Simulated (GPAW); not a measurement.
**Magnetic state of linear V chain, spacing 2.761 A from several starts**

Does linear V chain, spacing 2.761 A prefer parallel or opposed moments, or none?

Calculated with GPAW 26.7.0; LDA; plane waves with GPAW's PAW setups, scalar-relativistic.

Report form: the programs' logs are mostly left out.

## Step 1: Set-up

The cell holds 1 atom: 1 V. Its edges and angles: a = 12.000 Å, b = 12.000 Å, c = 2.761 Å, α = 90.0°, β = 90.0°, γ = 90.0°. model lattice. Vacuum lies along a and b. The structure's axis is c.

## Step 2: Run 1 (ferro +)

The parallel start comes first: it fits the smallest cell, keeps the most symmetry and shows whether parallel moments form.

order1.py

```python
import json
import numpy as np
from ase import Atoms
from ase.parallel import paropen, parprint
from gpaw import GPAW

atoms = Atoms(['V'],
    cell=[[12.0, 0.0, 0.0],
         [0.0, 12.0, 0.0],
         [0.0, 0.0, 2.761]],
    scaled_positions=[[0.5, 0.5, 0.0]],
    pbc=True,
    magmoms=[1.5])
atoms.calc = GPAW(mode={'name': 'pw', 'ecut': 550},
    xc='LDA',
    kpts={'size': (1, 1, 10), 'gamma': True},
    occupations={'name': 'fermi-dirac', 'width': 0.05},
    convergence={'density': 1e-05, 'energy': 1e-05},
    maxiter=200,
    symmetry={'tolerance': 1e-4},
    txt='order1.txt')
e = atoms.get_potential_energy(force_consistent=True)
res = {'free_energy': e, 'energy_sigma0': atoms.get_potential_energy(), 'fermi_energy': atoms.calc.get_fermi_level()}
res['moments'] = atoms.get_magnetic_moments().tolist()
res['total'] = atoms.get_magnetic_moment()
parprint('site moments (muB):', np.round(res['moments'], 3))
parprint(f"total moment: {res['total']:.3f} muB")
parprint(f'free energy: {e:.6f} eV')
atoms.calc.write('order1.gpw')
with paropen('results.json', 'w') as f:
    json.dump(res, f)
```

Run with:

```sh
OMP_NUM_THREADS=1 python3 order1.py > order1.log
```

Run time: 36 s. Hardware: 1 MPI rank of Intel Xeon Platinum 8259CL at 2.50GHz (Skylake/Cascade Lake), shared host; peak memory 0.32 GiB.

Read from the output:

| Property | Result |
| --- | --- |
| magnetization | 4.000 μB |
| final state | ferromagnetic |
| largest moment | 2.953 μB |

After 14 cycles the largest moment stands at 2.95 μB.

## Step 3: Order 2, typed as antiferro q=(0,0,1/2) +-

Another pattern of signs weighs the neighbour shells otherwise.

This order needs a doubled cell of 2 atoms. Its mesh is chosen so that both cells sample the same points.

order2.py is the script of step 2 with these lines changed:

```diff
@@ -6,12 +6,13 @@
 
-atoms = Atoms(['V'],
+atoms = Atoms(['V', 'V'],
     cell=[[12.0, 0.0, 0.0],
          [0.0, 12.0, 0.0],
-         [0.0, 0.0, 2.761]],
-    scaled_positions=[[0.5, 0.5, 0.0]],
+         [0.0, 0.0, 5.522]],
+    scaled_positions=[[0.5, 0.5, 0.0],
+         [0.5, 0.5, 0.5]],
     pbc=True,
-    magmoms=[1.5])
+    magmoms=[1.5, -1.5])
 atoms.calc = GPAW(mode={'name': 'pw', 'ecut': 550},
     xc='LDA',
-    kpts={'size': (1, 1, 10), 'gamma': True},
+    kpts={'size': (1, 1, 5), 'gamma': True},
     occupations={'name': 'fermi-dirac', 'width': 0.05},
@@ -20,3 +21,3 @@
     symmetry={'tolerance': 1e-4},
-    txt='order1.txt')
+    txt='order2.txt')
 e = atoms.get_potential_energy(force_consistent=True)
@@ -28,3 +29,3 @@
 parprint(f'free energy: {e:.6f} eV')
-atoms.calc.write('order1.gpw')
+atoms.calc.write('order2.gpw')
 with paropen('results.json', 'w') as f:
```

Run with:

```sh
OMP_NUM_THREADS=1 python3 order2.py > order2.log
```

Elapsed: 3.7 min, on 1 MPI rank; peak memory 0.56 GiB.

Read from the output:

```
magnetization  : 0 μB
final state    : antiferromagnetic
largest moment : 2.725 μB
```

It lies 276 meV a seeded atom over the first start, and its largest moment is 2.72 μB against 2.95 μB.

## Step 4: Run 3 (no spin polarisation)

A run without seeds gives the energy of the state without moments.

nospin.py

```python
import json
import numpy as np
from ase import Atoms
from ase.parallel import paropen, parprint
from gpaw import GPAW

atoms = Atoms(['V'],
    cell=[[12.0, 0.0, 0.0],
         [0.0, 12.0, 0.0],
         [0.0, 0.0, 2.761]],
    scaled_positions=[[0.5, 0.5, 0.0]],
    pbc=True)
atoms.calc = GPAW(mode={'name': 'pw', 'ecut': 550},
    xc='LDA',
    kpts={'size': (1, 1, 10), 'gamma': True},
    occupations={'name': 'fermi-dirac', 'width': 0.05},
    convergence={'density': 1e-05, 'energy': 1e-05},
    maxiter=200,
    symmetry={'tolerance': 1e-4},
    txt='nospin.txt')
e = atoms.get_potential_energy(force_consistent=True)
res = {'free_energy': e, 'energy_sigma0': atoms.get_potential_energy(), 'fermi_energy': atoms.calc.get_fermi_level()}
parprint(f'free energy: {e:.6f} eV')
atoms.calc.write('nospin.gpw')
with paropen('results.json', 'w') as f:
    json.dump(res, f)
```

Run with:

```sh
OMP_NUM_THREADS=1 python3 nospin.py > nospin.log
```

Elapsed: 19 s, on 1 MPI rank; peak memory 0.25 GiB.

This step gave:

| Quantity | Value |
| --- | --- |
| final state | non-magnetic (no spin polarisation) |

It lies 1167 meV a seeded atom over the first start.

## Step 5: Ranking

These are free energies at a smearing of 0.05 eV, so its entropy term is in the differences. They are divided by the number of seeded atoms, so that cells of unlike size compare. Wavevectors q in the names are fractions of the reciprocal vectors of the first run's cell.

Orders:

| start | final state | typed order kept | energy over the lowest (meV a seeded atom) | largest site moment (μB) | net moment (μB a primitive cell) | mesh matched | CPU time (s) |
| --- | --- | --- | --- | --- | --- | --- | --- |
| ferro + | ferromagnetic | yes | 0 | 2.953 | 4 | yes | 35.88 |
| antiferro q=(0,0,1/2) +- | antiferromagnetic | yes | 276.5 | 2.725 | 0 | yes | 224.4 |
| no spin polarisation | non-magnetic | - | 1167 | 0 | 0 | yes | 18.63 |

## Step 6: What came out

| Item | Value |
| --- | --- |
| lowest state found | ferromagnetic (typed ferro +) |
| largest site moment | 2.95 μB |
| next state | antiferromagnetic, 276 meV a seeded atom higher |
| energy gained by spin polarisation | 1167 meV a seeded atom |

The lowest state found is ferromagnetic, reached from the start ferro +, with moments up to 2.95 μB. The next state costs 276 meV a seeded atom. This is the lowest of 3 finished starts, no proof of the ground state.

[Logs and program files are shortened in this print: banners, set-up blocks, solver, clock and traceback lines can be left out without a mark of their own.]

[Logs are printed without paths, hosts, clocks, repeated set-up lines and the standing remarks that a program may print on its own settings, such as how far it seeks lower states.]

[Hosts, paths, dates, database ids (printed as entryN), source tags and the programs' standing remarks are cut or masked in the printed files.]

[Where a cell is said to come from a database of computed structures, the database is the Materials Project.]
